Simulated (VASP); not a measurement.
# Si2Ni (Fm-3m) in VASP: a series of runs

The runs below take Si2Ni through relaxation of cell and atoms, with AM05, LDA.

All numbers are computed with VASP 6.6.1; they aren't measurements. Logs are shortened: lines on timing, memory, paths and dates and some standing lists are left out, and cuts for length are marked.

**1. The structure**

Symmetry: Fm-3m, No. 225, cubic system. The conventional cell has a = 5.406 Å, b = 5.406 Å, c = 5.406 Å, α = 90.00°, β = 90.00°, γ = 90.00°. Around Si (site symmetry -43m) lie 4 Ni at 2.34 Å. Ni (site symmetry m-3m) is surrounded by 8 Si at 2.34 Å.

**2. Relaxation of cell and atoms, AM05**

Input file INCAR:

```
SYSTEM = Si2Ni
PREC = Accurate
ENCUT = 600
EDIFF = 1E-6
ISMEAR = 1
SIGMA = 0.1
LREAL = .FALSE.
LASPH = .TRUE.
NELM = 80
ALGO = Normal
ISIF = 3
LWAVE = .FALSE.
LCHARG = .FALSE.
GGA = AM
IBRION = 2
NSW = 90
EDIFFG = -0.01
```

Input file KPOINTS:

```
regular mesh
0
G
  12 12 12
  0 0 0
```

Input file POSCAR:

```
Si2Ni
1.0
    0.0000000000      2.7030000000      2.7030000000
    2.7030000000      0.0000000000      2.7030000000
    2.7030000000      2.7030000000      0.0000000000
Si Ni
2 1
Direct
    0.2500000000      0.2500000000      0.2500000000
    0.7500000000      0.7500000000      0.7500000000
    0.0000000000      0.0000000000      0.0000000000
```

Potentials or basis: VASP PAW PBE potentials, release 64 (Si, Ni).

Run with:

```bash
cat potpaw_PBE.64/Si/POTCAR potpaw_PBE.64/Ni/POTCAR > POTCAR
mpirun -np 1 vasp_std > vasp.out
```

OUTCAR:

```text
SYSTEM = Si2Ni
   PREC = Accurate
   ENCUT = 600
   EDIFF = 1E-6
   ISMEAR = 1
   LREAL = .FALSE.
   LASPH = .TRUE.
   NELM = 80
   ISIF = 3
   GGA = AM
   IBRION = 2
   NSW = 90
   EDIFFG = -0.01

 ion  position               nearest neighbor table
   1  0.250  0.250  0.250-   3 2.34   3 2.34   3 2.34   3 2.34   2 2.70   2 2.70   2 2.70   2 2.70
                             2 2.70   2 2.70
   2  0.750  0.750  0.750-   3 2.34   3 2.34   3 2.34   3 2.34   1 2.70   1 2.70   1 2.70   1 2.70
                             1 2.70   1 2.70
   3  0.000  0.000  0.000-   2 2.34   1 2.34   2 2.34   1 2.34   2 2.34   2 2.34   1 2.34   1 2.34

  LATTYP: Found a face centered cubic cell.
 ALAT       =     5.4060000000

  Lattice vectors:

 A1 = (   0.0000000000,   2.7030000000,   2.7030000000)
 A2 = (   2.7030000000,   0.0000000000,   2.7030000000)
 A3 = (   2.7030000000,   2.7030000000,   0.0000000000)

Analysis of symmetry for initial positions (statically):
=====================================================================
 Subroutine PRICEL returns:
 Original cell was already a primitive cell.

 Routine SETGRP: Setting up the symmetry group for a
 face centered cubic supercell.

 Subroutine GETGRP returns: Found 48 space group operations
 (whereof 48 operations were pure point group operations)
 out of a pool of 48 trial point group operations.

The static configuration has the point symmetry O_h .

Analysis of symmetry for dynamics (positions and initial velocities):
=====================================================================
 Subroutine PRICEL returns:
 Original cell was already a primitive cell.

 Routine SETGRP: Setting up the symmetry group for a
 face centered cubic supercell.

 Subroutine GETGRP returns: Found 48 space group operations
 (whereof 48 operations were pure point group operations)
 out of a pool of 48 trial point group operations.

The dynamic configuration has the point symmetry O_h .

 Subroutine INISYM returns: Found 48 space group operations
 (whereof 48 operations are pure point group operations),
 and found     1 'primitive' translations

----------------------------------------------------------------------------------------

                                     Primitive cell

  volume of cell :      39.4974

  direct lattice vectors                    reciprocal lattice vectors
     0.000000000  2.703000000  2.703000000    -0.184979652  0.184979652  0.184979652
     2.703000000  0.000000000  2.703000000     0.184979652 -0.184979652  0.184979652
     2.703000000  2.703000000  0.000000000     0.184979652  0.184979652 -0.184979652

  length of vectors
     3.822619259  3.822619259  3.822619259     0.320394156  0.320394156  0.320394156

  position of ions in fractional coordinates (direct lattice)
     0.250000000  0.250000000  0.250000000
     0.750000000  0.750000000  0.750000000
     0.000000000  0.000000000  0.000000000

  ion indices of the primitive-cell ions
   primitive index   ion index
                 1           1
                 2           2
                 3           3

----------------------------------------------------------------------------------------

 KPOINTS: regular mesh

Automatic generation of k-mesh.
 Grid dimensions read from file:
 generate k-points for:   12   12   12

 Generating k-lattice:

  Cartesian coordinates                     Fractional coordinates (reciprocal lattice)
    -0.015414971  0.015414971  0.015414971     0.083333333  0.000000000  0.000000000
     0.015414971 -0.015414971  0.015414971     0.000000000  0.083333333  0.000000000
     0.015414971  0.015414971 -0.015414971     0.000000000  0.000000000  0.083333333

  Length of vectors
     0.026699513  0.026699513  0.026699513

  Shift w.r.t. Gamma in fractional coordinates (k-lattice)
     0.000000000  0.000000000  0.000000000

 Subroutine IBZKPT returns following result:
 ===========================================

 Found     72 irreducible k-points:

 Following reciprocal coordinates:
            Coordinates               Weight
  0.000000  0.000000  0.000000      1.000000
  0.083333  0.000000  0.000000      8.000000
  0.166667  0.000000  0.000000      8.000000
  0.250000  0.000000  0.000000      8.000000
  0.333333  0.000000  0.000000      8.000000
  0.416667  0.000000  0.000000      8.000000
[... 16 lines left out ...]
  0.500000  0.166667  0.000000     24.000000
 -0.416667  0.166667  0.000000     24.000000
 [... further k-points ...]
   k-points           NKPTS =     72   k-points in BZ     NKDIM =     72   number of bands    NBANDS=     13
   number of dos      NEDOS =    301   number of ions     NIONS =      3
   total plane-waves  NPLWV =  32768
   dimension x,y,z NGX =    32 NGY =   32 NGZ =   32
   dimension x,y,z NGXF=    64 NGYF=   64 NGZF=   64
   ions per type =               2   1
   NGX,Y,Z   is equivalent  to a cutoff of  13.92, 13.92, 13.92 a.u.
   NGXF,Y,Z  is equivalent  to a cutoff of  27.83, 27.83, 27.83 a.u.
 SYSTEM =  Si2Ni
   PREC   = accura    normal or accurate (medium, high low for compatibility)
   ISTART =      0    job   : 0-new  1-cont  2-samecut
   ICHARG =      2    charge: 1-file 2-atom 10-const
   ISPIN  =      1    spin polarized calculation?
   LNONCOLLINEAR =      F non collinear calculations
   LSORBIT =      F    spin-orbit coupling
   LASPH  =      T    aspherical Exc in radial PAW
   ENCUT  =  600.0 eV  44.10 Ry    6.64 a.u.   7.63  7.63  7.63*2*pi/ulx,y,z
   NELM   =     80;   NELMIN=  2; NELMDL= -5     # of ELM steps
   EDIFF  = 0.1E-05   stopping-criterion for ELM
   LREAL  =      F    real-space projection
   EDIFFG = -.1E-01   stopping-criterion for IOM
   NSW    =     90    number of steps for IOM
   IBRION =      2    ionic relax: 0-MD 1-quasi-New 2-CG
   NFREE  =      1    steps in history (QN), initial steepest desc. (CG)
   ISIF   =      3    stress and relaxation
   ISYM   =      2    0-nonsym 1-usesym 2-fastsym
   POTIM  = 0.5000    time-step for ionic-motion
   TEBEG  =    0.0;   TEEND  =   0.0 temperature during run
   PSTRESS=    0.0 pullay stress
   NELECT =      18.0000    total number of electrons
   NUPDOWN=      -1.0000    fix difference up-down
   EMIN   =  10.00;   EMAX   =-10.00  energy-range for DOS
   EFERMI =   0.00;   METHOD = LEGACY
   ISMEAR =     1;   SIGMA  =   0.10  broadening in eV -4-tet -1-fermi 0-gaus
   EFERMI_NEDOS =   21; number of points for ismear=-14 and -15
   IALGO  =     38    algorithm
   IMIX   =      4    mixing-type and parameters
     AMIX     =   0.40;   BMIX     =  1.00
     AMIX_MAG =   1.60;   BMIX_MAG =  1.00
  volume/ion in A,a.u.               =      13.17        88.85
  Fermi-wavevector in a.u.,A,eV,Ry     =   1.259823  2.380721 21.594550  1.587155
  Thomas-Fermi vector in A             =   2.393364
   LORBIT       =      0    0 simple, 1 ext, 2 COOP (PROOUT), +10 PAW based schemes
   GGA     = AM    functional components
   LHFCALC =     F    Hartree Fock is set to
   AEXX    =    0.0000 exact exchange contribution
   IVDW    =     0    specifies the selected vdW correction
   LEPSILON=     F    determine dielectric tensor
   LRPA    =     F    only Hartree local field effects (RPA)
 conjugate gradient relaxation of ions
 non-spin polarized calculation
 Methfessel and Paxton  Order N= 1 SIGMA  =   0.10
  energy-cutoff  :      600.00
  volume of cell :       39.50
 maximum number of plane-waves:      1363
   NGX = 15   NGY = 15   NGZ = 15

--------------------------------------- Ionic step        1  -------------------------------------------

 number of electron      18.0000004 magnetization

 Free energy of the ion-electron system (eV)
  ---------------------------------------------------
  ext. energy  EPLUGINS =         0.00000000
  ---------------------------------------------------
  free energy    TOTEN  =       -18.51732092 eV

  energy without entropy =      -18.51694923  energy(sigma->0) =      -18.51719702

------------------------ aborting loop because EDIFF is reached ----------------------------------------

  FORCE on cell =-STRESS in cart. coord.  units (eV):
  Direction    XX          YY          ZZ          XY          YZ          ZX
  --------------------------------------------------------------------------------------
  -------------------------------------------------------------------------------------
  Total       -0.6671182     -0.6671182     -0.6671182      0.0000000      0.0000000      0.0000000
  in kB      -27.0610888    -27.0610888    -27.0610888      0.0000000      0.0000000      0.0000000
  external PRESSURE =     -27.0610888 kB  Pullay stress =       0.0000000 kB

 VOLUME and BASIS-vectors are now :
 -----------------------------------------------------------------------------
  energy-cutoff  :      600.00
  volume of cell :       39.50
      direct lattice vectors                 reciprocal lattice vectors
     0.000000000  2.703000000  2.703000000    -0.184979652  0.184979652  0.184979652
     2.703000000  0.000000000  2.703000000     0.184979652 -0.184979652  0.184979652
     2.703000000  2.703000000  0.000000000     0.184979652  0.184979652 -0.184979652
[... 38 lines left out ...]
 POSITION                                       TOTAL-FORCE (eV/Angst)
 -----------------------------------------------------------------------------------
      1.33700      1.33700      1.33700         0.000000      0.000000      0.000000
      4.01100      4.01100      4.01100        -0.000000     -0.000000     -0.000000
      2.67400      5.34801      2.67400         0.000000     -0.000000     -0.000000
 -----------------------------------------------------------------------------------
    total drift:                               -0.000000     -0.000000      0.000000

  FREE ENERGIE OF THE ION-ELECTRON SYSTEM (eV)
  ---------------------------------------------------
  free  energy   TOTEN  =       -18.5169534944 eV

  energy  without entropy=      -18.5165135572  energy(sigma->0) =      -18.51680685

--------------------------------------- Ionic step        3  -------------------------------------------

 number of electron      18.0000006 magnetization

 Free energy of the ion-electron system (eV)
  ---------------------------------------------------
  ext. energy  EPLUGINS =         0.00000000
  ---------------------------------------------------
  free energy    TOTEN  =       -18.52227975 eV

  energy without entropy =      -18.52177553  energy(sigma->0) =      -18.52211167

 E-fermi :  10.6071     XC(G=0): -11.7639

 val. band max:       10.5935752922   @ k =  -0.4167   0.4167   0.0000
 cond. band min:      10.6131214181   @ k =  -0.2500   0.0833   0.0000
 fundamental gap:      0.0195461259
 Fermi energy:        10.6070577599

 k-point     1 :       0.0000    0.0000    0.0000
  band No.  band energies     occupation
      1      -3.3881      2.00000
      2       5.2795      2.00000
      3       5.2795      2.00000
      4       5.2795      2.00000
      5       6.9916      2.00000
      6       6.9916      2.00000
      7      10.5329      1.94729
      8      12.3257     -0.00000
      9      12.3257     -0.00000
     10      12.3257     -0.00000
     11      12.8271      0.00000
     12      12.8271      0.00000
     13      12.8271      0.00000

 k-point     2 :       0.0833    0.0000    0.0000
  band No.  band energies     occupation
      1      -3.2838      2.00000
      2       5.0790      2.00000
      3       5.3127      2.00000
      4       5.3127      2.00000
      5       6.9715      2.00000
      6       6.9715      2.00000
      7      10.2788      2.00004
      8      11.3894     -0.00000
      9      11.7877     -0.00000
     10      11.7877     -0.00000
     11      13.3857      0.00000
[... 339 lines left out ...]
 k-point    24 :      -0.4167    0.1667    0.0000
  band No.  band energies     occupation
      1       0.0706      2.00000
      2       0.9324      2.00000
      3       5.0422      2.00000
      4       5.8607      2.00000
      5       6.3015      2.00000
      6       6.9202      2.00000
      7       7.1822      2.00000
      8       8.0422      2.00000
      9       8.7874      2.00000
     10      11.3796     -0.00000
     11      13.2650      0.00000
     12      14.2987      0.00000
     13      15.7339      0.00000

 [... further k-points ...]
[... 5 lines left out ...]
  --------------------------------------------------------------------------------------
  -------------------------------------------------------------------------------------
  Total       -0.0064169     -0.0064169     -0.0064169     -0.0000000     -0.0000000      0.0000000
  in kB       -0.2644269     -0.2644269     -0.2644269     -0.0000000     -0.0000000      0.0000000
  external PRESSURE =      -0.2644269 kB  Pullay stress =       0.0000000 kB

 VOLUME and BASIS-vectors are now :
 -----------------------------------------------------------------------------
  energy-cutoff  :      600.00
  volume of cell :       38.88
      direct lattice vectors                 reciprocal lattice vectors
     0.000000000  2.688846337  2.688846337    -0.185953356  0.185953356  0.185953356
     2.688846337  0.000000000  2.688846337     0.185953356 -0.185953356  0.185953356
     2.688846337  2.688846337  0.000000000     0.185953356  0.185953356 -0.185953356

 POSITION                                       TOTAL-FORCE (eV/Angst)
 -----------------------------------------------------------------------------------
      1.34442      1.34442      1.34442         0.000000      0.000000      0.000000
      4.03327      4.03327      4.03327        -0.000000     -0.000000     -0.000000
      0.00000      0.00000      0.00000         0.000000     -0.000000      0.000000
 -----------------------------------------------------------------------------------
    total drift:                                0.000000     -0.000000      0.000000

  FREE ENERGIE OF THE ION-ELECTRON SYSTEM (eV)
  ---------------------------------------------------
  free  energy   TOTEN  =       -18.5222797451 eV

  energy  without entropy=      -18.5217755264  energy(sigma->0) =      -18.52211167

 reached required accuracy - stopping structural energy minimisation
```

Wall time 41 s (1 thread of Intel Xeon 6975P-C (Granite Rapids), shared host); peak memory 0.21 GiB.

Results:

```yaml
Free_energy: -18.5223 eV
Relaxed_volume: 12.96 Å³/atom
Relaxed_cell: a = 3.803 Å, b = 3.803 Å, c = 3.803 Å, α = 60.00°, β = 60.00°, γ = 60.00°
Space_group_after_relaxing_to_0.05_Å: Fm-3m (No. 225)
Energy_gained_by_relaxing: 1.7 meV/atom
Ionic_steps: 3
Pressure_after_relaxing: 0.0 GPa
Band_gap_on_the_k_mesh: none (metal or under the smearing width)
```

Step by step:
```tsv
step	energy change (eV)	largest force (eV/Å)	pressure (GPa)	volume (Å³)
1	0.0000	0.0000	-2.71	39.50
2	0.0004	0.0000	2.81	38.24
3	-0.0050	0.0000	-0.03	38.88
```

Final structure:
```
CELL_PARAMETERS angstrom
0.00000 2.68885 2.68885
2.68885 0.00000 2.68885
2.68885 2.68885 0.00000
ATOMIC_POSITIONS crystal
Si 0.25000 0.25000 0.25000
Si 0.75000 0.75000 0.75000
Ni 0.00000 0.00000 0.00000
```

Caveat: the PAW data sets were made with another functional, which shifts forces and pressure a little. Spin polarisation is off, so any magnetic state and its effect on volume and gap are missing.

**3. Relaxation of cell and atoms, AM05**

This run uses another cell than the first one, of 12.96 Å³/atom, 0.984 times its volume.

Edit INCAR of step 2 so:

```diff
@@ -3,3 +3,3 @@
 ENCUT = 600
-EDIFF = 1E-6
+EDIFF = 1E-7
 ISMEAR = 1
@@ -16,2 +16,2 @@
 NSW = 90
-EDIFFG = -0.01
+EDIFFG = -0.005
```

KPOINTS is that of step 2.

Input file POSCAR:

```
Si2Ni                                   
1.0
    0.0000000000      2.6888463367      2.6888463367
    2.6888463367      0.0000000000      2.6888463367
    2.6888463367      2.6888463367      0.0000000000
  Si              Ni            
     2     1
Direct
     0.2500000000000000    0.2500000000000000    0.2500000000000000
     0.7500000000000000    0.7500000000000000    0.7500000000000000
     0.0000000000000000    0.0000000000000000    0.0000000000000000
```

Potentials or basis: VASP PAW PBE potentials, release 64 (Si, Ni).

Run with:

```bash
cat potpaw_PBE.64/Si/POTCAR potpaw_PBE.64/Ni/POTCAR > POTCAR
mpirun -np 1 vasp_std > vasp.out
```

It took 24 s on 1 thread of Intel Xeon 6975P-C (Granite Rapids), shared host; peak memory 0.2 GiB.

Results (log left out):

```yaml
Free_energy: -18.5221 eV
Pressure_after_relaxing: 0.0 GPa
Band_gap_on_the_k_mesh: none (metal or under the smearing width)
```

Final structure:
```
Si Ni
1.0
     0.00000    2.68885    2.68885
     2.68885    0.00000    2.68885
     2.68885    2.68885    0.00000
Si Ni
2 1
Direct
  0.25000 0.25000 0.25000
  0.75000 0.75000 0.75000
  0.00000 0.00000 0.00000
```

Levels at points of the mesh, in eV from the Fermi level:
```tsv
k point	band 6	band 7	band 8	band 9	band 10	band 11	band 12	band 13
(0.00, 0.00, 0.00)	-3.62	-0.07	1.72	1.72	1.72	2.22	2.22	2.22
(0.50, 0.00, 0.00)	-3.43	-3.43	-1.49	-1.49	1.80	1.80	1.80	2.74
(0.50, 0.50, 0.00)	-3.71	-3.71	-3.54	-3.20	-0.40	1.32	7.73	8.45
```

Caveat: the relaxation stopped at its first step, so nothing moved; the PAW data sets were made with another functional, which shifts forces and pressure a little. Spin polarisation is off, so any magnetic state and its effect on volume and gap are missing.

(Part 1 of 2 ends here.)
